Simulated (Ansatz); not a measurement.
ZnS (Wurtzite-2H):

```xyz
4
Lattice="3.8110 0.0000 0.0000 -1.9055 3.3004 0.0000 0.0000 0.0000 6.2340" Properties=species:S:1:pos:R:3 pbc="T T T"
Zn    1.9055    1.1001    3.1170
Zn    0.0000    2.2003    0.0000
S     1.9055    1.1001    5.5171
S     0.0000    2.2003    2.4001
```

Base run:

```yaml
Program: Ansatz 0.2.0
Functional: PBEsol
Potentials_or_basis: all-electron LAPW, scalar-relativistic
Cutoff: 289 eV
Density_cutoff: 1154 eV
Basis_error_allowed: 0.001 eV/atom
k_mesh: 8 × 8 × 5
Occupations: fermi-dirac, width 0.05 eV
Spin: no spin polarisation
```

Its results: band gap on the k mesh 2.11 eV, direct; pressure -1.3 GPa; largest force 0.306 eV/Å.

The run is repeated on the same cell with these changes: functional from PBEsol to LDA; basis error allowed from 0.001 eV/atom to 0.002 eV/atom. What comes out?

Band gap on the k mesh 1.99 eV, direct; pressure -3.9 GPa; largest force 0.295 eV/Å.

Caveats: an odd mesh through Γ misses points on the zone boundary, where band edges often lie (some runs).

Not every run made on this cell is shown here.
